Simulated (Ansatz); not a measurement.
NaF built on the CsCl prototype, relaxed with r2SCAN, was run in the PAW code Ansatz under altered settings. All numbers are computed, without spin polarisation but where a row says otherwise.

```yaml
crystal:
  lattice:
    - [2.79349, 0.00000, 0.00000]
    - [0.00000, 2.79349, 0.00000]
    - [0.00000, 0.00000, 2.79349]
  atoms:
    - { symbol: Na, position: [0.00000, 0.00000, 0.00000] }
    - { symbol: F, position: [0.50000, 0.50000, 0.50000] }
```

The base run's other keys:
```yaml
kpoints:
  mp_grid: { grid: [6, 6, 6] }
hamiltonian:
  xc: pbesol
scf:
  occupations: { method: fixed }
  n_extra_bands: 4
```

It takes 6 iterations with 437 plane waves at 420 eV and 20 k points, and leaves a mean stress of +1.40 GPa. The gap over this mesh is 5.996 eV.

Outcomes, with energy and stress as changes against the base:
```csv
setting,outcome,ΔF (meV/atom),Δ mean stress (GPa),gap on the mesh (eV),iterations
scf.mixing.ndim: 2,converged,0.0,0.00,5.996,8
magnetization.initial_magnetization: 6.0,refused,–,–,–,–
scf.occupations: fermi_dirac 0.05,converged,0.0,0.00,5.996,6
crystal.symmetry.detect: false,converged,0.0,0.00,5.996,6
scf.occupations: cold 1.5,converged,0.0,0.00,5.996,9
basis.ecutwfc: 350,"converged, warned",+60,+0.03,5.995,6
scf.convergence.dr2_threshold: 1e-12,converged,0.0,0.00,5.996,8
scf.occupations: methfessel_paxton 0.5,converged,0.0,0.00,5.996,6
hamiltonian.dispersion: rvv10,refused,–,–,–,–
scf.occupations: gaussian 0.001,converged,0.0,0.00,5.996,6
basis.ecutwfc: 600,converged,-3.0,-0.01,5.994,6
hamiltonian.xc: r2scan (cutoff then 500 eV),converged,–,-1.41,7.058,6
hamiltonian.xc: lda,converged,–,-4.94,5.797,6
```
A dash marks a value that wasn't obtained or can't be compared. Stress is positive in compression.

- magnetization.initial_magnetization: 6.0. The input is refused before any iteration. Error: inconsistent input (scf.occupations.method, magnetization): a σ = 0 step fill (method: fixed, or a smearing width below the step floor) with no hard lock on the total moment puts the same N_el/2 bands in each spin channel, which gives a total moment of zero, but the starting moments sum to +6.0000 μB […]
- basis.ecutwfc: 350. 341 plane waves in place of 437. The free energy moves by +60 meV an atom, the mean stress by +0.03 GPa and the gap on the mesh by -0.001 eV (to 5.995). The basis is too small: these are errors of the cutoff. Warned: cutoff below recommended.
- hamiltonian.dispersion: rvv10. The input is refused before any iteration. Error: inconsistent input (hamiltonian.dispersion, hamiltonian.xc): `dispersion: rvv10` has no transferable b for PBE exchange — Sabatini et al. (2013) fitted b=6.3 to rPW86, and the PBE refits of Peng & Perdew (2017) are task-dependent (b=6.6 S22 / b=10.0 layered). Use `xc: {exchange: rpw86, correlation […]
- basis.ecutwfc: 600. 739 plane waves in place of 437. The free energy moves by -3.0 meV an atom, the mean stress by -0.01 GPa and the gap on the mesh by -0.002 eV (to 5.994). The base cutoff was converged to that degree.
- hamiltonian.xc: r2scan. The cutoff follows the functional, from 420 to 500 eV. The mean stress moves by -1.41 GPa and the gap on the mesh by +1.062 eV (to 7.058). It's another functional on the same cell, so totals aren't comparable.
- hamiltonian.xc: lda. The mean stress moves by -4.94 GPa and the gap on the mesh by -0.199 eV (to 5.797). It's another functional on the same cell, so totals aren't comparable.

Within 1 meV an atom, 0.1 GPa and 0.005 eV of the base stay: scf.mixing.ndim: 2; scf.occupations: fermi_dirac 0.05; crystal.symmetry.detect: false; scf.occupations: cold 1.5; scf.convergence.dr2_threshold: 1e-12; scf.occupations: methfessel_paxton 0.5; scf.occupations: gaussian 0.001.
